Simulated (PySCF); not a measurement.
A GIAO shielding run with PySCF (density fitting, non-relativistic, gas phase) on 1,3-Cyclopentadiene (SMILES C1=CCC=C1):

```
{"job": {"kind": "nmr", "xc": "PBE0", "basis": "pcSseg-2", "pop": false}, "charge": 0, "multiplicity": 1}
C     -1.052729     0.747898    -0.197312
C      0.232811     1.158948    -0.149885
C      1.113251    -0.024695     0.096742
C      0.152261    -1.167555     0.183060
C     -1.102949    -0.700132     0.009926
H     -1.925624     1.382093    -0.363033
H      0.596313     2.180407    -0.268740
H      1.706817     0.087444     1.023759
H      1.852955    -0.166279    -0.713794
H      0.444455    -2.203560     0.359076
H     -2.018467    -1.294533     0.020223
```

Hardware: 1 thread of an Arm Neoverse V1, shared host. The job also computes ring-centre shieldings.

Task: How large is the calculation?

Result: 36 electrons, 264 basis functions and 678 auxiliary functions.

Task: How long does it take?

Result: 29 s of wall time, with 14 SCF cycles and 4 response iterations. Times on a shared host scatter by some tens of per cent.

Task: And these other runs on the same molecule and hardware: GIAO shielding at PBE0/pcSseg-1; spin–spin coupling at B3LYP/pcJ-1?

Result: PBE0/pcSseg-1: 115 functions, 7.7 s; B3LYP/pcJ-1: 195 functions, 17 s.
